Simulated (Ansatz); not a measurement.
# K started on a F site and F started on a K site, 7.96 Å apart on the ideal sites in rocksalt KF, 64 atoms, charge 0

Computed with DFT, PBEsol, PAW, plane waves (Ansatz).

Command:

```sh
ansatz run in.yaml --threads 8 --pin off --max-ram 118750MiB --runs-dir r --events-out ev --progress --plain --backend cuda --devices 0,
```

The input less its lattice and atoms:

```yaml
crystal:
  symmetry: { detect: false }
kpoints:
  mp_grid: { grid: [1, 1, 1], shift: [0.25, 0.25, 0.25] }
hamiltonian:
  xc: pbesol
scf:
  occupations: { method: fermi_dirac, width: 0.01 }
relax:
  f_tol: 0.03
  max_steps: 80
  escape_saddle: false
  adjacent_minimum: "off"
output:
  forces: true
  eigenvalues: true
  populations: true
```

Start:

```
F K
1.0
    10.61193    0.00000    0.00000
     0.00000   10.61193    0.00000
     0.00000    0.00000   10.61193
F K
32 32
Direct
  0.25058 0.99893 0.00121
  0.25166 0.00048 0.50149
  0.25110 0.49729 0.99971
  0.74979 0.99665 0.99655
  0.74826 0.00024 0.50124
  0.75032 0.49981 0.99788
  0.75132 0.50021 0.50072
  0.00058 0.24846 0.00362
  0.00510 0.24664 0.50151
  0.99999 0.74838 0.99968
  0.00055 0.74708 0.50147
  0.50142 0.24758 0.00259
  0.49921 0.25083 0.50158
  0.49678 0.75070 0.99781
  0.49898 0.75056 0.49980
  0.00122 0.00068 0.24912
  0.00221 0.00223 0.74908
  0.99881 0.50194 0.25076
  0.99768 0.50051 0.75268
  0.49912 0.00034 0.24976
  0.50077 0.00183 0.74945
  0.50139 0.49950 0.24986
  0.50145 0.49880 0.75164
  0.99976 0.99876 0.00159
  0.25000 0.25131 0.24932
  0.24988 0.24828 0.74807
  0.24878 0.74973 0.25035
  0.25364 0.75172 0.74783
  0.74581 0.24860 0.24864
  0.75175 0.25047 0.75246
  0.74672 0.75176 0.25209
  0.75384 0.74738 0.74992
  0.25120 0.49874 0.50110
  0.00039 0.00007 0.49959
  0.00132 0.50273 0.00056
  0.99878 0.50303 0.49836
  0.50136 0.99873 0.00412
  0.50055 0.99677 0.50043
  0.50133 0.50244 0.99812
  0.49858 0.49980 0.50033
  0.25023 0.25195 0.00287
  0.25121 0.25187 0.49843
  0.25253 0.74912 0.00287
  0.24637 0.74884 0.49943
  0.74937 0.25306 0.99826
  0.74948 0.25323 0.49936
  0.75278 0.75082 0.99981
  0.75219 0.74850 0.49879
  0.25178 0.00099 0.25137
  0.25213 0.99693 0.75030
  0.25028 0.49886 0.25155
  0.25036 0.50142 0.74957
  0.74975 0.99954 0.25266
  0.75069 0.99952 0.74915
  0.75038 0.50209 0.25103
  0.75117 0.50039 0.74948
  0.99783 0.25054 0.25082
  0.99874 0.24927 0.74963
  0.00117 0.75084 0.24853
  0.99810 0.74930 0.75222
  0.50026 0.24813 0.25136
  0.50066 0.24980 0.75172
  0.49927 0.75189 0.25149
  0.50084 0.75147 0.74900
```

Steps:

```tsv
step	energy less the first (eV)	largest force component (eV/Å)
start	0.000	2.477
1	-4.998	1.421
2	-7.506	0.152
3	-7.640	0.151
4	-7.737	0.232
5	-7.866	0.262
6	-8.028	0.230
7	-8.226	0.265
8	-8.465	0.289
9	-8.700	0.302
10	-8.909	0.275
11	-9.055	0.150
12	-9.118	0.036
13	-9.160	0.069
14	-9.219	0.140
15	-9.351	0.170
16	-9.448	0.144
17	-9.557	0.058
18	-9.575	0.013
```

A structure on the way, about -7.51 eV from the start:

```
F K
1.0
    10.61193    0.00000    0.00000
     0.00000   10.61193    0.00000
     0.00000    0.00000   10.61193
F K
32 32
Direct
  0.27865 0.99970 0.00099
  0.25413 0.99974 0.50076
  0.25393 0.49810 0.00032
  0.72240 0.99864 0.99835
  0.74650 0.00041 0.50045
  0.74729 0.49982 0.99951
  0.74870 0.49992 0.50010
  0.00247 0.27876 0.00228
  0.01157 0.26247 0.50059
  0.00312 0.72007 0.00001
  0.00953 0.73588 0.50146
  0.49879 0.25428 0.00142
  0.49054 0.26229 0.50030
  0.49600 0.74505 0.99922
  0.49025 0.73905 0.50053
  0.00278 0.00064 0.27951
  0.00370 0.00064 0.72074
  0.00905 0.50081 0.26332
  0.00943 0.50095 0.73828
  0.49741 0.99998 0.25555
  0.49874 0.00082 0.74497
  0.49096 0.49919 0.26137
  0.49112 0.49998 0.73978
  0.00152 0.99733 0.00135
  0.25251 0.26375 0.26238
  0.25254 0.26246 0.73744
  0.25159 0.73766 0.26170
  0.25389 0.73746 0.73639
  0.74576 0.25420 0.25437
  0.74852 0.25477 0.74638
  0.74594 0.74657 0.25537
  0.74946 0.74446 0.74513
  0.24906 0.49813 0.50151
  0.99580 0.00066 0.50009
  0.99607 0.49908 0.00034
  0.96669 0.50039 0.49979
  0.50135 0.99954 0.00217
  0.50456 0.99820 0.50058
  0.50532 0.50085 0.99919
  0.53327 0.50083 0.50062
  0.23826 0.23404 0.00141
  0.24836 0.21611 0.50057
  0.23946 0.76595 0.00168
  0.24598 0.78310 0.49863
  0.76138 0.23769 0.99955
  0.75213 0.24427 0.50029
  0.76357 0.76373 0.00004
  0.75377 0.75647 0.49962
  0.23867 0.00057 0.23468
  0.23945 0.99867 0.76652
  0.24752 0.50067 0.21613
  0.24782 0.49984 0.78474
  0.76186 0.99994 0.23740
  0.76256 0.99998 0.76241
  0.75233 0.50121 0.24314
  0.75344 0.50008 0.75668
  0.99674 0.23544 0.23615
  0.99843 0.23515 0.76508
  0.99867 0.76588 0.23419
  0.99758 0.76559 0.76628
  0.50292 0.24412 0.24553
  0.50261 0.24509 0.75575
  0.50148 0.75527 0.24625
  0.50358 0.75596 0.75453
```

End:

```xyz
64
Lattice="10.6119 0.0000 0.0000 0.0000 10.6119 0.0000 0.0000 0.0000 10.6119" Properties=species:S:1:pos:R:3 pbc="T T T"
F     2.9189    0.1329   10.4833
F     2.6905   10.3134    5.4646
F     2.6891    5.1449    0.3037
F     7.7921    0.0680   10.5467
F     7.9576    0.0483    5.2880
F     7.9573    5.3270   10.5677
F     7.9233    5.3038    5.3115
F    10.5323    2.7103   10.5656
F     0.2839    3.0011    5.4361
F     0.3068    7.2190    9.9501
F     0.0631    7.8716    5.2737
F     5.3448    2.7565   10.5420
F     4.6074    2.9734    5.2645
F     5.0052    7.9344   10.5396
F     5.3346    7.9388    5.2392
F     0.3077    0.6681    3.3969
F    10.5334    0.0474    7.9048
F     0.0640    5.3413    2.7453
F     0.2857    5.1817    7.6176
F     5.0114    0.0731    2.6784
F     5.3456    0.0718    7.8571
F     5.3348    5.3752    2.6763
F     4.6068    5.3518    7.6445
F     0.1029    9.5262    1.0914
F     2.6583    2.7964    2.4704
F     2.6123    2.6009    8.0100
F     2.6859    7.8686    2.7452
F     2.6574    8.1460    7.8134
F     7.9872    2.7459    2.6442
F     7.9117    2.7888    7.8253
F     8.0584    7.9896    2.6246
F     7.9872    7.9696    7.8690
K     2.5729    4.2463    6.3760
K    10.5511   10.3994    5.5166
K    10.5509    5.0977    0.2161
K    10.3302    5.4038    5.2131
K     5.3402   10.6103    0.0035
K     5.3011    0.0118    5.2398
K     5.3007    5.3729   10.6035
K     5.5108    5.3755    5.2401
K     2.6071    2.5920   10.5606
K     2.3437    1.8693    4.6664
K     2.3368    8.3540    0.1175
K     2.7634    7.9734    5.2911
K     7.9473    2.6113   10.5459
K     8.2537    2.5994    5.2295
K     8.6782    8.2966   10.5802
K     7.9054    8.0706    5.2349
K     2.3402   10.5023    2.2660
K     2.6078    0.0531    8.0225
K     2.7640    5.3207    2.6431
K     2.3452    5.9560    8.7517
K     8.6773    0.0363    2.3204
K     7.9479    0.0682    8.0036
K     7.9056    5.3792    2.5452
K     8.2544    5.3842    8.0167
K     0.0113    2.8288    2.4652
K    10.6021    2.5454    8.0685
K     0.0832    7.8579    2.7559
K     0.0109    8.1482    7.7873
K     5.2872    2.6352    2.5609
K     5.2410    2.6803    7.9331
K     5.3486    8.1086    2.5048
K     5.2873    8.0540    7.9786
```

The run converged.

Time: 23 s of wall time on one NVIDIA GB300 with 8 processor threads, on a host shared with other runs; peak host memory 1.8 GiB.

Q: How much energy did the relaxation gain, and which atom moved most?

A: 9.58 eV in 18 steps, from a start with small random displacements; atom 24 (F) moved 1.52 Å, the median atom 0.19 Å (drift of the whole cell removed).

The one k point has no symmetry partners, which can distort the end along one axis.
